Cubic AlNi₃ (Cu₃Au type, 4 atoms per cell), relaxed at each pressure with its symmetry kept: Ansatz 0.2.0, PBEsol density functional, plane-wave PAW, scalar-relativistic, collinear spin, cutoff 420 eV, 12×12×12 k mesh, Gaussian smearing of 0.1 eV. Changes are relative to the cell relaxed at zero pressure (a = 3.519 Å, 10.90 Å³ per atom); the energy excludes the PV term.

```
applied pressure (GPa)  volume change (%)  a change (%)  energy change (meV/atom)
                    -3               1.52          0.50                       1.6
                     3              -1.43         -0.48                       1.5
                     8              -3.55         -1.20                       9.4
                    15              -6.17         -2.10                      29.7
                    30             -10.76         -3.72                      99.1
```

The alloy AlNi₃ gives up its volume ever more reluctantly. Between −3 GPa, which is a pull, and 3 GPa it loses about 0.49 % of its original volume for each gigapascal. Between 15 and 30 GPa it loses only 0.31 %. A gigapascal is about ten thousand atmospheres.

Three causes come to mind. The bend may be a matter of counting, since a squeezed crystal has less volume left to lose. The crystal may truly become stiffer. Or the bend may come from its magnetism, because AlNi₃ is a ferromagnet in this calculation and its magnetic moment fades under pressure.

### Is it only that less volume is left?

The first idea is tempting because it is partly right. The column of volume changes refers each loss to the volume at zero pressure, V₀, although each new push acts on a smaller crystal. A fair measure of stiffness uses the volume V that is present at the time. This is the bulk modulus,

B = −dP / d ln V,

where P is the applied pressure. If B were constant, equal pressure steps would remove equal fractions of the current volume, and the curve would bend even though the material stayed the same.

The two rows nearest to zero pressure fix the starting value. The volume goes from 1.0152 V₀ to 0.9857 V₀ over 6 GPa, and the logarithm of that ratio is 0.0295. Hence B is 6/0.0295, or about 203 GPa.

With this modulus held constant, the volume at 30 GPa would be V₀ exp(−30/203), a loss of 13.7 %. The calculation gives 10.8 %. A straight line drawn from the start would give 14.8 %. Counting therefore explains about one unit out of four, roughly a quarter of the bend, and leaves the rest open.

The pulled crystal tells the same story on a small scale. It swells by 1.52 % at −3 GPa but shrinks by only 1.43 % at 3 GPa. With a constant modulus the two figures would be nearly equal. The crystal is softer when stretched and harder when squeezed, and the change runs through zero pressure without any sign of a threshold.

A better choice of the constant doesn't rescue the idea. The value that suits all five rows best, by least squares on the pressure, is about 253 GPa. It makes the crystal too stiff at the start and too soft at the end, and it misses the pressures by typically 1 GPa. What is wrong is the assumption that the modulus stays constant.

### The crystal stiffens

The same reckoning can be repeated for each step of the table, with the unrounded volumes and the pressures actually reached in these calculations. The modulus climbs from 203 GPa in the first step to 228, 254 and finally 299 GPa. By the last step the crystal is nearly half as stiff again as at the start. That much is a direct reading of the results. Why it happens has to be argued from the physics of binding.

A crystal at zero pressure isn't free of internal forces. It is the seat of two large ones that cancel. An inward pull comes from the attraction between electrons and nuclei, which grows as the atoms approach. An outward push comes from the electrons' resistance to confinement: their kinetic energy rises when they have less room, and the exclusion principle keeps the outer electrons away from the space that the filled inner shells occupy.

Both forces grow on compression, but the push grows faster. If it didn't, the crystal would collapse. The bulk modulus measures how quickly the push outruns the pull. As the crystal is squeezed, the steeper force takes a larger share of the total and the gap widens at an increasing rate. Each further step therefore has to work against a stronger net resistance.

The simplest metal that shows this is a uniform gas of electrons held together by a smooth positive background. Its kinetic energy varies as V^(−2/3). The attraction comes from exchange, the energy gained because electrons of like spin keep apart, and varies as V^(−1/3). Correlation is left out here. The corresponding pressures, outward and inward, vary as V^(−5/3) and V^(−4/3). At zero applied pressure both have the same size, p₀.

The stiffening of this model metal follows in three steps:

- The modulus is the difference of the two growth rates, (5/3 − 4/3) p₀ = p₀/3.
- For a small fractional compression, the modulus itself rises at the rate (25/9 − 16/9) p₀ = p₀.
- The applied pressure rises at the rate p₀/3, so the modulus gains 3 GPa for each gigapascal applied.

The result, 3, is the sum of the two exponents, 5/3 and 4/3. This holds for any pair of power laws, and it is the most useful thing that the model teaches. The gain in stiffness per unit of pressure, called B′, reflects how steeply the internal forces depend on volume. It doesn't depend on how strong they are.

In AlNi₃ the modulus gains between 4.1 and 4.5 GPa per gigapascal, more than in the electron gas. The likely reason is that the electron gas has no atoms in it. In a real metal the filled inner shells take up room that the outer electrons must avoid. At 30 GPa the cell edge, and with it every distance between neighbours, is 3.7 % shorter, while the inner shells should keep nearly their full size. The room between them shrinks faster than the crystal does, so this repulsion is expected to rise more steeply than that of free electrons. Nickel's d shell can't be the general reason, for aluminium has no occupied d shell and stiffens at a similar pace. The table gives only the total energy, however, so this division into parts remains an argument.

The analogy also predicts a finer detail. At high compression the steeper force dominates, and B′ then falls from the sum of the exponents towards the larger one alone. In AlNi₃ the gain does decline, from 4.5 to 4.3 to 4.1 GPa per gigapascal. The analogy ends there, for the electron gas has neither shells nor magnetism and can't supply the actual numbers.

### One estimate in full

Since the gain changes so slowly, it may be treated as constant. Then B = B₀ + B′P, where B₀ is the modulus at zero pressure, and integrating the definition of B gives

V/V₀ = (1 + B′P/B₀)^(−1/B′).

Take B₀ = 203 GPa from the two rows nearest to zero, and B′ = 4, a rough value typical of metals. At 30 GPa the bracket is 1 + 4 × 30/203 = 1.59. Its fourth root is 1.123, and the inverse of that is 0.890. The predicted loss is 11.0 %, against 10.8 % in the table.

The row at 30 GPa played no part in this estimate. With B′ = 5 the loss would be 10.5 %, so the usual range for metals brackets the calculated value. When both constants are instead adjusted by least squares to the pressures of all five rows, they come out as 204 GPa and 4.3, and the pressures are met to about 0.02 GPa. Two constants for five smooth points make this a good description, but it doesn't prove the mechanism.

### What the stored energy adds

The energy change gives a second view of the bend, one that needs no value of B₀. If volume fell in a straight line with pressure, the stored energy would be exactly half the product of the final pressure and the volume lost, as in an ideal spring. If the crystal stiffens, much of the shrinkage happens early, while the pressure is still low. The stored energy is then less than half of the product.

At 30 GPa each atom has lost 10.76 % of 10.90 Å³, or 1.17 Å³, and the product is about 220 meV. The stored energy is 99 meV, a fraction of 0.45. A constant modulus would give 0.49, and the rising modulus fitted above gives 0.45. Energy and pressure come from the same calculation, so this is a check of consistency. It does show that the energies call for a rising modulus as well.

### Does the fading magnetism do it?

The magnetic moment of the cell falls by a quarter over the table, from 0.70 to 0.52 Bohr magnetons. It falls smoothly, and every row is still ferromagnetic. A change in magnetism can alter the stiffness of a crystal, so the idea deserves a test.

The pace of the two changes speaks against a leading role. The moment lost per gigapascal grows by about two thirds from the first step to the last. The stiffness gained per gigapascal declines slightly meanwhile. If the stiffness simply followed the loss of moment, the two would be expected to quicken together. Copper and aluminium, which aren't magnetic, also stiffen by something like 5 GPa per gigapascal, a rough recalled value, so magnetism isn't needed for an effect of this size.

This makes a minor role likely without measuring it. That would take the same compression with the moments held at zero, and no such calculation is at hand. Even the sign of the magnetic part is open, since it depends on how the curvature of the magnetic energy changes with volume. Density functionals of this kind also exaggerate the magnetism of this alloy. The real material loses its ferromagnetism at roughly 8 GPa, a recalled value, so the moments at 15 and 30 GPa belong to the calculation and not to nature.

### Using the result

For a quick judgement, the average modulus on the way to a pressure P is about B₀ + B′P/2. A constant modulus therefore overstates the volume loss by a fraction of roughly B′P/(2B₀). For AlNi₃ at 8 GPa this comes to 8 or 9 %, and the table agrees: a constant modulus gives a loss of 3.86 % where the calculation has 3.55 %.

The same expression shows what to expect of a neighbouring metal. What counts is the pressure as a fraction of the starting modulus. A metal half as stiff, with a similar B′, should show the same bend at half the pressure, as long as its crystal structure survives. The calculations here kept AlNi₃ in its cubic structure, which is of the Cu₃Au type, and couldn't have revealed a change of structure.

The absolute stiffness calls for more caution than the shape of the curve. The functional makes the cell edge about 1 % too short, judged by a rough recalled measurement, and a crystal bound too tightly is usually too stiff as well. Heat, which is absent here, would soften the real alloy further. A designer should therefore take 203 GPa as a probable overestimate.
